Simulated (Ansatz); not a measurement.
# PbSe in Ansatz: further runs

Runs on PbSe. Level: r2SCAN. Tasks: single point, equation of state.

Everything below comes from runs of Ansatz 0.2.0. Logs are shortened: lines on timing, memory, paths and dates and some standing lists are left out, and cuts for length are marked.

### Step 1. The slab as given

The cell holds a slab with vacuum, 4 atoms: a = 4.415 Å, b = 4.415 Å, c = 12.399 Å, α = 100.23°, β = 100.23°, γ = 90.13°.

### Step 2. Single point, r2SCAN, 54.97 Å³/atom (volume scaled by 0.94)

File input.yaml:

```yaml
crystal:
  lattice:
    - [4.3247648758, 0.0, 0.0]
    - [-0.010100536, 4.3247530808, 0.0]
    - [-2.1573321698, -2.1623765405, 11.7558159939]
  atoms:
    - { symbol: Pb, position: [0.80684, 0.807304, 0.618443] }
    - { symbol: Pb, position: [0.185454, 0.19981, 0.382376] }
    - { symbol: Se, position: [0.287332, 0.323146, 0.623194] }
    - { symbol: Se, position: [0.684266, 0.699895, 0.377965] }
hamiltonian:
  xc: r2scan
  pseudopotentials: { kind: paw }
kpoints:
  mp_grid: { grid: [6, 6, 3] }
scf:
  occupations: { method: fermi_dirac, width: 0.05 }
output:
  forces: true
  stress: true
  eigenvalues: true
  write_density: true
  write_potential: true
  elf: true
  volumetric_format: npy
```

Potentials or basis: Ansatz PAW.

Run with:

```sh
> ansatz run input.yaml --threads 2 --pin off --max-ram 5632MiB --backend cpu --events-out ev --progress --plain --runs-dir out
```

The program printed:

```text
Warning: RAYON_NUM_THREADS=2 ignored (pool sized by the plan → 2); use --threads N
Engine: ansatz 0.2.0, x86_64-unknown-linux-gnu
Pseudopotentials: kind: paw
Pseudopotential: Pb, paw, valence charge 14, recommended cutoff 500 eV (meta_gga), Pb.paw.azcp
Pseudopotential: Se, paw, valence charge 16, recommended cutoff 500 eV (meta_gga), Se.paw.azcp
Functional definition: r2SCAN
  parameter k0 = 0.174
  parameter k1 = 0.065
  parameter a1 = 4.9479
  exchange = r2scan_x(k0 = k0, k1 = k1, a1 = a1)
  correlation = r2scan_c
Crystal: 4 atoms, lattice volume = 219.875 Å³
Basis set: ecut = 500 eV, 5579 PW (Γ), exchange–correlation on 128×128×360 points (64 copies of the dense FFT grid, shifted against one another)
Bands: 36, of which v1, the nominal top of the filled ones, is band 30 counted from 1 (29 counted from 0)
Symmetry: 1 space group operations
Space group: P1 (ITA 1), of the structure as read, at distance tolerance 6.0e-5 Å
k-points: 56 of 108 (time reversal used)
Non-local potential: Pb, projectors of the file, l = 0: 2, l = 1: 2, l = 2: 2, l = 3: 2
Non-local potential: Se, projectors of the file, l = 0: 2, l = 1: 2, l = 2: 3, l = 3: 1
PAW form: soft (Blöchl's): semilocal exchange-correlation on the pseudo side does not see the compensation charge
PAW frozen core: Pb, regenerated for the run's functional (the file was generated under x = pbe(κ = 0.804, μ = 0.2195149727645171), c = pbe(β = 0.06672455060314922))
PAW frozen core: Se, regenerated for the run's functional (the file was generated under x = pbe(κ = 0.804, μ = 0.2195149727645171), c = pbe(β = 0.06672455060314922))
PAW one-centre angular grid: Pb, 590 points (default); XC on 160 Gauss nodes
PAW one-centre angular grid: Se, 590 points (default); XC on 160 Gauss nodes
Initial density: superposition of atomic densities (neutral atoms: chi_scale 0, normalization atom), corrected by the library's trained network
Initial wavefunctions: pseudopotential atomic-orbital guess
Functional: x = r2scan, c = r2scan; τ floored in thin density (d = 2e-4 eV/Å³)
SCF iter   1: F=—  HF=-34800.241786 eV  |F-HF|=—  |Δ(HF+E_count)|=         —  Δρ=4.63e-3  dr2=6.60e-2  dr2_τ=1.01e-2  ethr=1.77e-3  ⟨swp⟩=7.8  Hψ=9384  notcnv=0  defer=1
preconditioner: auto → Resta (q_TF=auto, 2.197 Å⁻¹)  ε∞=2.1  [insulator: Δε(μ)=1.871 eV  Ē_g=15.063 eV  σ=0.050 eV  W_gap=1.00  n_scr=44 (ndim 8)  ℏωp=15.8 eV  f_vac=0.456  D(μ)=0.00/eV (n_scr^D=0)  ε∞_Penn≈2.1  vacuum switching on, ρ_ref=1.6e-2 e/Å³]
SCF iter   2: F=—  HF=-34800.239765 eV  |F-HF|=—  |Δ(HF+E_count)|=   2.02e-3  Δρ=1.74e-3  dr2=7.32e-3  dr2_τ=4.59e-4  ethr=1.10e-4  ⟨swp⟩=3.0  Hψ=4404  notcnv=0  defer=76
SCF iter   3: F=—  HF=-34800.240481 eV  |F-HF|=—  |Δ(HF+E_count)|=   7.16e-4  Δρ=5.25e-4  dr2=8.20e-4  dr2_τ=2.93e-5  ethr=1.22e-5  ⟨swp⟩=2.1  Hψ=3262  notcnv=0  defer=76
SCF iter   4: F=—  HF=-34800.240933 eV  |F-HF|=—  |Δ(HF+E_count)|=   4.52e-4  Δρ=2.07e-4  dr2=8.46e-5  dr2_τ=2.68e-6  ethr=1.37e-6  ⟨swp⟩=2.0  Hψ=2527  notcnv=0  defer=76
SCF iter   5: F=—  HF=-34800.241089 eV  |F-HF|=—  |Δ(HF+E_count)|=   1.57e-4  Δρ=4.08e-5  dr2=1.22e-5  dr2_τ=2.23e-7  ethr=1.41e-7  ⟨swp⟩=3.0  Hψ=3710  notcnv=0  defer=76
SCF iter   6: F=—  HF=-34800.241092 eV  |F-HF|=—  |Δ(HF+E_count)|=   3.12e-6  Δρ=2.29e-5  dr2=5.27e-6  dr2_τ=7.23e-8  ethr=2.03e-8  ⟨swp⟩=2.6  Hψ=2777  notcnv=0  defer=76
SCF iter   7: F=—  HF=-34800.241093 eV  |F-HF|=—  |Δ(HF+E_count)|=   5.80e-7  Δρ=7.89e-6  dr2=3.24e-7  dr2_τ=6.97e-9  ethr=8.79e-9  ⟨swp⟩=2.0  Hψ=2204  notcnv=0  defer=76
SCF iter   8: F=-34800.241093 eV  HF=-34800.241093 eV  |F-HF|=1.84e-8  |Δ(HF+E_count)|=   3.35e-7  Δρ=2.63e-6  dr2=2.64e-8  dr2_τ=4.24e-10  ethr=1.67e-10  ⟨swp⟩=15.6  Hψ=15625  notcnv=0
SCF 1 converged in 8 iterations: F = -34800.241093 eV  dr2 = 2.64e-8
WARN: The output density's exchange-correlation potential varies sharply where the density is thin. Do not read a vacuum level from v_tot or v_xc, or from such a field of the output density. On a cell that repeats whose density bears no net charge and no dipole along the vacuum's axis use v_es (v_loc + v_h of the components); under efield.dipole_correction with no amplitude use v_es + v_field, which holds any external_charges[].barrier, or the levels of the report's work_function block, which leave it out; under a non-zero efield.amplitude the vacuum is tilted and has no level; on a cell that repeats and bears such a dipole with no correction it is tilted too, and efield.dipole_correction with no amplitude gives each side of its ramp a level where efield: is served; in a cell that repeats whose density bears a net charge (total_charge, or a fill off its count) it is curved and has none; of a slab under crystal.periodic whose density bears no net charge use v_es, which has a level on each side, short of where the two are joined; of another it falls or rises all the way out and has none; of a slab beside external_charges read slab_vacuum_level instead, which it has where they leave it neutral. The grid or the basis barely resolves most such structure, and the values can differ between equally converged runs; as a rule a tighter scf.convergence.dr2_threshold does not remove it. Where the density itself ripples (under the LDA too) a higher basis.ecutwfc lessens it. The files hold the spikes' plane waves up to the density's cutoff. Files: v_tot_of_output_density and the like, and their columns of v_z.tsv (output.write_potential); v_xc_of_output_density and the like, and their columns of v_comp_z.tsv (output.write_potential_components). Measured: with its Gaussian average of σ = 0.25 Å subtracted twice, the exchange-correlation potential is over 0.1 eV at 11684 of the grid points where the equally averaged density (valence and model cores) is under 1e-3 e/Å³, and 2.19 eV at the most among them, at an averaged density of 1.3e-5 e/Å³. The input density's (outcome.potential() and, of a run that writes arrays, v_tot and v_xc) is over 0.1 eV, so measured, at 11540 points of its own thin density, 2.24 eV at the most. See output.write_potential in the manual, Limitations
SCF converged after 8 iterations
Free energy (F): -34800.241093 eV
Harris-Foulkes:  -34800.241093 eV  (|F-HF|=1.84e-8)
Internal energy: -34800.241093 eV  (E = F + TS)
E sigma→0 (E₀):  -34800.241093 eV
Fermi energy:    3.053212 eV
--- Per-component energies (eV) ---
  E_band       = -1264.989508
  E_kinetic    = 812.098749
  E_local      = -17632.324342  (includes V_loc(G=0)·N_el)
  E_nonlocal   = -489.397588
  E_hartree    = 8391.024246
  E_xc         = -614.026690
  E_vxc        = -502.882931  (∫ρ·V_xc dr)
  E_paw        = -24713.697440  (= ΣΔE_a)
  E_vpaw       = -266.446788  (= ΣTr[D̂ρ^β])
  E_aug_tail   = -0.000372  (compensation charges beyond the density's cutoff)
  E_vtau       = 31.920587  (kinetic-family band-sum trace: ∫τ·v_τ [+ j·A + Jᵃ·Aᵃ] dr)
  E_ewald      = -552.319120
  E_core_change = -1.598536  (= ΣΔE_core)
  E_smearing   = -0.000000  (= −TS)
  E_closure    = -0.000000  (closes the sum)
  Σ components = -34800.241093   (vs F -34800.241093, Δ=0.00e0)
--- Forces (eV/Å), atoms counted from 1 ---
  atom   1  Pb    -0.06402696     0.05249854     0.00099407
  atom   2  Pb     0.01013220    -0.01271705     0.02621440
  atom   3  Se     0.13503723    -0.03806636    -0.13466922
  atom   4  Se    -0.08114075    -0.00171468     0.10747206
  max |Σ_I F_I| component: 1.13e-5 eV/Å
--- Stress (GPa, compression-positive) ---
        1.041766       0.022663       0.152152
        0.022663       1.039828       0.027714
        0.152152       0.027714      -0.279870
  P = ⅓ Tr σ = 0.6006 GPa (6.006 kbar)
--- Band table (eV; the first three rows and the last of 56) ---
  k-point 0: bands = ["-45.3285", "-45.3271", "-45.3246", "-45.3243", "-45.3231", "-45.3220", "-45.3208", "-45.3200", "-45.3189", "-45.3171", "-15.0269", "-14.9141", "-14.8992", "-14.8916", "-14.8890", "-14.8875", "-14.8839", "-14.8619", "-14.8454", "-14.8435", "-11.3610", "-10.1650", "-5.0676", "-4.0934", "-1.1339", "-0.5421", "-0.5230", "0.4729", "0.4896", "1.4931", "4.4278", "6.3607", "6.9457", "7.4616", "7.6464", "7.7074"]
  k-point 1: bands = ["-45.3285", "-45.3271", "-45.3246", "-45.3243", "-45.3231", "-45.3220", "-45.3208", "-45.3200", "-45.3189", "-45.3171", "-15.0269", "-14.9141", "-14.8992", "-14.8916", "-14.8890", "-14.8875", "-14.8839", "-14.8619", "-14.8454", "-14.8435", "-11.3610", "-10.1650", "-5.0676", "-4.0933", "-1.1325", "-0.5421", "-0.5230", "0.4729", "0.4896", "1.4912", "4.3471", "6.8451", "6.9455", "7.4338", "7.6464", "7.7078"]
  k-point 2: bands = ["-45.3285", "-45.3271", "-45.3246", "-45.3243", "-45.3231", "-45.3220", "-45.3208", "-45.3200", "-45.3189", "-45.3171", "-15.0109", "-14.9081", "-14.8998", "-14.8976", "-14.8915", "-14.8891", "-14.8785", "-14.8648", "-14.8486", "-14.8443", "-11.2196", "-10.1284", "-5.4558", "-4.5529", "-1.0166", "-0.2943", "-0.1428", "0.6731", "0.9887", "1.4346", "4.3943", "6.1185", "6.5551", "6.6495", "6.8597", "7.3907"]
  k-point 55: bands = ["-45.3284", "-45.3271", "-45.3246", "-45.3242", "-45.3232", "-45.3221", "-45.3208", "-45.3199", "-45.3189", "-45.3170", "-15.0231", "-15.0151", "-14.9038", "-14.9035", "-14.8855", "-14.8751", "-14.8580", "-14.8489", "-14.8472", "-14.8349", "-9.9437", "-9.9386", "-5.2412", "-5.2295", "-2.2616", "-2.2386", "-1.0019", "-0.9879", "0.5114", "0.5249", "6.0170", "6.0396", "7.5947", "7.6187", "8.2126", "8.2559"]
```

It took 52 s on 2 threads of Intel Xeon at 2.70GHz, shared host; peak memory 0.99 GiB.

What came out:

* Free energy: -34800.2411 eV
* Largest force: 0.194 eV/Å
* Band gap on the k mesh: 1.86 eV, direct

Caveat: odd divisions of the mesh miss points on the zone boundary, where band edges often lie, so the gap on the mesh can be too wide; spin-orbit coupling is left out, which as a rule narrows the gap of such compounds by several tenths of an eV; the PAW data sets come from PBE, with cores solved anew for the run's functional, which leaves a small shift of forces and pressure.

### Step 3. Single point, r2SCAN, 56.14 Å³/atom (volume scaled by 0.96)

input.yaml: that of step 2 with these lines changed.

```diff
@@ -2,5 +2,5 @@
   lattice:
-    - [4.3247648758, 0.0, 0.0]
-    - [-0.010100536, 4.3247530808, 0.0]
-    - [-2.1573321698, -2.1623765405, 11.7558159939]
+    - [4.35522197, 0.0, 0.0]
+    - [-0.0101716689, 4.3552100919, 0.0]
+    - [-2.1725251505, -2.177605046, 11.8386061582]
   atoms:
```

Potentials or basis: Ansatz PAW.

Run with:

```sh
> ansatz run input.yaml --threads 2 --pin off --max-ram 5632MiB --backend cpu --events-out ev --progress --plain --runs-dir out
```

It took 46 s on 2 threads of Intel Xeon at 2.70GHz, shared host; peak memory 1 GiB.

The run converged. Its results:

| Property | Result |
| --- | --- |
| Free energy | -34800.2503 eV |
| Largest force | 0.253 eV/Å |
| Band gap on the k mesh | 1.86 eV, direct |

Caveat: odd divisions of the mesh miss points on the zone boundary, where band edges often lie, so the gap on the mesh can be too wide; spin-orbit coupling is left out, which as a rule narrows the gap of such compounds by several tenths of an eV; the PAW data sets come from PBE, with cores solved anew for the run's functional, which leaves a small shift of forces and pressure.

### Step 4. Single point, r2SCAN, 57.31 Å³/atom (volume scaled by 0.98)

input.yaml: that of step 3 with these lines changed.

```diff
@@ -2,5 +2,5 @@
   lattice:
-    - [4.35522197, 0.0, 0.0]
-    - [-0.0101716689, 4.3552100919, 0.0]
-    - [-2.1725251505, -2.177605046, 11.8386061582]
+    - [4.3852589327, 0.0, 0.0]
+    - [-0.0102418205, 4.3852469728, 0.0]
+    - [-2.187508556, -2.1926234864, 11.920254298]
   atoms:
@@ -21,5 +21 @@
   eigenvalues: true
-  write_density: true
-  write_potential: true
-  elf: true
-  volumetric_format: npy
```

Run with:

```sh
> ansatz run input.yaml --threads 2 --pin off --max-ram 5632MiB --backend cpu --events-out ev --progress --plain --runs-dir out
```

Wall time 39 s (2 threads of Intel Xeon at 2.70GHz, shared host); peak memory 1 GiB.

The run converged. Its results:

```yaml
Free_energy: -34800.2440 eV
Largest_force: 0.323 eV/Å
Band_gap_on_the_k_mesh: 1.87 eV, direct
```

Caveat: odd divisions of the mesh miss points on the zone boundary, where band edges often lie, so the gap on the mesh can be too wide; spin-orbit coupling is left out, which as a rule narrows the gap of such compounds by several tenths of an eV; the PAW data sets come from PBE, with cores solved anew for the run's functional, which leaves a small shift of forces and pressure.

### Step 5. Single point, r2SCAN, 58.48 Å³/atom

input.yaml: that of step 4 with these lines changed.

```diff
@@ -2,5 +2,5 @@
   lattice:
-    - [4.3852589327, 0.0, 0.0]
-    - [-0.0102418205, 4.3852469728, 0.0]
-    - [-2.187508556, -2.1926234864, 11.920254298]
+    - [4.4148899595, 0.0, 0.0]
+    - [-0.0103110241, 4.4148779187, 0.0]
+    - [-2.2022894676, -2.2074389594, 12.000799]
   atoms:
```

Run with:

```sh
> ansatz run input.yaml --threads 2 --pin off --max-ram 5632MiB --backend cpu --events-out ev --progress --plain --runs-dir out
```

It took 39 s on 2 threads of Intel Xeon at 2.70GHz, shared host; peak memory 1.1 GiB.

The run converged. Its results:

- Free energy: -34800.2238 eV
- Largest force: 0.394 eV/Å
- Band gap on the k mesh: 1.87 eV, direct

Caveat: odd divisions of the mesh miss points on the zone boundary, where band edges often lie, so the gap on the mesh can be too wide; spin-orbit coupling is left out, which as a rule narrows the gap of such compounds by several tenths of an eV; the PAW data sets come from PBE, with cores solved anew for the run's functional, which leaves a small shift of forces and pressure.

### Step 6. Single point, r2SCAN, 59.65 Å³/atom (volume scaled by 1.02)

input.yaml: that of step 5 with these lines changed.

```diff
@@ -2,5 +2,5 @@
   lattice:
-    - [4.4148899595, 0.0, 0.0]
-    - [-0.0103110241, 4.4148779187, 0.0]
-    - [-2.2022894676, -2.2074389594, 12.000799]
+    - [4.4441284934, 0.0, 0.0]
+    - [-0.010379311, 4.4441163729, 0.0]
+    - [-2.2168745911, -2.2220581865, 12.0802768063]
   atoms:
@@ -21 +21,5 @@
   eigenvalues: true
+  write_density: true
+  write_potential: true
+  elf: true
+  volumetric_format: npy
```

Potentials or basis: Ansatz PAW.

Run with:

```sh
> ansatz run input.yaml --threads 2 --pin off --max-ram 5632MiB --backend cpu --events-out ev --progress --plain --runs-dir out
```

It took 59 s on 2 threads of Intel Xeon at 2.70GHz, shared host; peak memory 1.1 GiB.

It converged, with:

```
Free energy            : -34800.1911 eV
Largest force          : 0.463 eV/Å
Band gap on the k mesh : 1.87 eV, direct
```

Caveat: odd divisions of the mesh miss points on the zone boundary, where band edges often lie, so the gap on the mesh can be too wide; spin-orbit coupling is left out, which as a rule narrows the gap of such compounds by several tenths of an eV; the PAW data sets come from PBE, with cores solved anew for the run's functional, which leaves a small shift of forces and pressure.

### Step 7. Single point, r2SCAN, 60.82 Å³/atom (volume scaled by 1.04)

input.yaml: that of step 6 with these lines changed.

```diff
@@ -2,5 +2,5 @@
   lattice:
-    - [4.4441284934, 0.0, 0.0]
-    - [-0.010379311, 4.4441163729, 0.0]
-    - [-2.2168745911, -2.2220581865, 12.0802768063]
+    - [4.4729872793, 0.0, 0.0]
+    - [-0.010446711, 4.47297508, 0.0]
+    - [-2.231270284, -2.2364875401, 12.1587223602]
   atoms:
@@ -21,5 +21 @@
   eigenvalues: true
-  write_density: true
-  write_potential: true
-  elf: true
-  volumetric_format: npy
```

Run with:

```sh
> ansatz run input.yaml --threads 2 --pin off --max-ram 5632MiB --backend cpu --events-out ev --progress --plain --runs-dir out
```

Wall time 44 s (2 threads of Intel Xeon at 2.70GHz, shared host); peak memory 1.1 GiB.

Results (log left out):

```yaml
Free_energy: -34800.1474 eV
Largest_force: 0.528 eV/Å
Band_gap_on_the_k_mesh: 1.87 eV, direct
```

Caveat: odd divisions of the mesh miss points on the zone boundary, where band edges often lie, so the gap on the mesh can be too wide; spin-orbit coupling is left out, which as a rule narrows the gap of such compounds by several tenths of an eV; the PAW data sets come from PBE, with cores solved anew for the run's functional, which leaves a small shift of forces and pressure.

### Step 8. Single point, r2SCAN, 61.99 Å³/atom (volume scaled by 1.06)

input.yaml: that of step 7 with these lines changed.

```diff
@@ -2,5 +2,5 @@
   lattice:
-    - [4.4729872793, 0.0, 0.0]
-    - [-0.010446711, 4.47297508, 0.0]
-    - [-2.231270284, -2.2364875401, 12.1587223602]
+    - [4.5014784123, 0.0, 0.0]
+    - [-0.0105132524, 4.5014661353, 0.0]
+    - [-2.2454825799, -2.2507330677, 12.2361685397]
   atoms:
@@ -21 +21,5 @@
   eigenvalues: true
+  write_density: true
+  write_potential: true
+  elf: true
+  volumetric_format: npy
```

Run with:

```sh
> ansatz run input.yaml --threads 2 --pin off --max-ram 5632MiB --backend cpu --events-out ev --progress --plain --runs-dir out
```

Wall time 57 s (2 threads of Intel Xeon at 2.70GHz, shared host); peak memory 1.1 GiB.

The run converged. Its results:

```yaml
Free_energy: -34800.0937 eV
Largest_force: 0.603 eV/Å
Band_gap_on_the_k_mesh: 1.87 eV, direct
```

Caveat: odd divisions of the mesh miss points on the zone boundary, where band edges often lie, so the gap on the mesh can be too wide; spin-orbit coupling is left out, which as a rule narrows the gap of such compounds by several tenths of an eV; the PAW data sets come from PBE, with cores solved anew for the run's functional, which leaves a small shift of forces and pressure.

### Step 9. Equation of state, r2SCAN

Potentials or basis: Ansatz PAW.

No new run: the results of the series are fitted here.

Results:

| Quantity | Value |
| --- | --- |
| Equilibrium volume | 56.23 Å³/atom |
| Bulk modulus at fixed shape and positions | 25 GPa |
| Pressure derivative of the bulk modulus | 4.4 |

Energy against volume, from the lowest point:
```
volume (Å³/atom)  energy (meV/atom)
          54.969               2.30
          56.138               0.00
          57.308               1.58
          58.477               6.63
          59.647              14.79
          60.817              25.73
          61.986              39.16
```

Caveat: the cell was scaled at fixed shape and fractional positions, which overstates the stiffness of a crystal with free parameters, most of all of layers and chains; the PAW data sets were made with another functional, which shifts forces and pressure a little. Spin-orbit coupling is left out, which matters for the levels of Pb.
